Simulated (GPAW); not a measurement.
A run of GPAW 26.7.0 is set up as follows.

File run.py:

```python
from ase import Atoms
from ase.dft.bandgap import bandgap
from ase.io import write
from ase.units import Bohr, GPa
from gpaw import GPAW, PW
from gpaw.elf import elf_from_dft_calculation

atoms = Atoms(['Rb'],
              cell=[[-2.9545118615, 2.9545118615, 2.7308451955],
                    [2.9545118615, -2.9545118615, 2.7308451955],
                    [2.9545118615, 2.9545118615, -2.7308451955]],
              scaled_positions=[[0.0, 0.0, 0.0]],
              pbc=True)

calc = GPAW(mode=PW(600),
            xc='PBE',
            kpts={'size': (7, 7, 7), 'gamma': True},
            occupations={'name': 'fermi-dirac', 'width': 0.05},
            nbands=11,
            convergence={'density': 1e-05, 'energy': 1e-05},
            maxiter=150,
            txt='gpaw.txt')
atoms.calc = calc
energy = atoms.get_potential_energy()
forces = atoms.get_forces()
stress = atoms.get_stress()
calc.write('gs.gpw')
write('result.traj', atoms)
print(f'Energy: {energy:.6f} eV')
print('Forces (eV/A):')
print(forces.round(4))
print('Stress (GPa):', (stress / GPa).round(3))
print('Fermi level:', round(calc.get_fermi_level(), 4), 'eV')
print(f'Gap: {bandgap(calc)[0]:.4f} eV, direct: {bandgap(calc, direct=True)[0]:.4f} eV')

# fields on the real-space grid
write('density.cube', atoms, data=calc.get_pseudo_density() * Bohr**3)
write('potential.cube', atoms, data=calc.get_electrostatic_potential())
write('elf.cube', atoms, data=elf_from_dft_calculation(calc).data)
```

Potentials or basis: GPAW PAW data sets (gpaw-data 1.2.1), pw.

Launch:

```sh
$ OMP_NUM_THREADS=1 python run.py
```

Task: What does it give for the pressure?

Result: -0.1 GPa.

Task: Estimate the band gap on the k mesh.

Result: None (metal or under the smearing width).
